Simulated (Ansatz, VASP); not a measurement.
One calculation of Rb, two programs

File POSCAR:

```
Rb
1.0
    0.0000000000      3.6283532431      3.6283532431
    3.6283532431      0.0000000000      3.6283532431
    3.6283532431      3.6283532431      0.0000000000
Rb
1
Direct
    0.0000000000      0.0000000000      0.0000000000
```

INCAR.step1

```
SYSTEM = Rb
PREC = Accurate
ENCUT = 520
ISMEAR = 0
SIGMA = 0.05
LREAL = .FALSE.
LASPH = .TRUE.
NELM = 100
NBANDS = 10
GGA = PE
ALGO = Normal
EDIFF = 1E-4
LWAVE = .TRUE.
LCHARG = .FALSE.
```

INCAR.step2

```
SYSTEM = Rb
PREC = Accurate
ENCUT = 520
EDIFF = 1E-6
ISMEAR = 0
SIGMA = 0.05
LREAL = .FALSE.
LASPH = .TRUE.
NELM = 100
ALGO = Normal
ISIF = 2
LWAVE = .FALSE.
LCHARG = .TRUE.
METAGGA = R2SCAN
LMIXTAU = .TRUE.
LELF = .TRUE.
LVHAR = .TRUE.
NBANDS = 10
ISTART = 1
```

File KPOINTS:

```
regular mesh
0
G
  10 10 10
  0 0 0
```

Input for Ansatz:

```yaml
crystal:
  lattice:
    - [0.0, 3.6283532431, 3.6283532431]
    - [3.6283532431, 0.0, 3.6283532431]
    - [3.6283532431, 3.6283532431, 0.0]
  atoms:
    - { symbol: Rb, position: [0.0, 0.0, 0.0] }
basis:
  ecutwfc: 500
  ecutrho_ratio: 4
kpoints:
  mp_grid: { grid: [10, 10, 10] }
hamiltonian:
  xc: r2scan
scf:
  occupations: { method: gaussian, width: 0.05 }
output:
  forces: true
  stress: true
  eigenvalues: true
```

Alike in both runs: task single point; functional r2SCAN; k mesh 10 × 10 × 10; occupations gaussian, width 0.05 eV; no spin polarisation.

|  | VASP | Ansatz |
| --- | --- | --- |
| version | VASP 6.6.1 | Ansatz 0.2.0 |
| potentials or method | VASP PAW PBE potentials, release 64 (Rb_sv) | scalar-relativistic, plane waves, PAW |
| plane-wave cutoff (eV) | 520 | 500 |
| valence electrons in the cell | 9 | 9 |

```tsv
	VASP	Ansatz	Ansatz less VASP
gap on the k mesh at the Fermi level (eV)	none	none	-
pressure (GPa)	0.0	0.0	-0.01
```

A gap of «none» marks a metal or a gap that the smearing closes. With one functional, cell and mesh, what is left measures potentials, basis and numerics.

Caveats: the PAW data sets were made with another functional, which shifts forces and pressure a little (VASP).
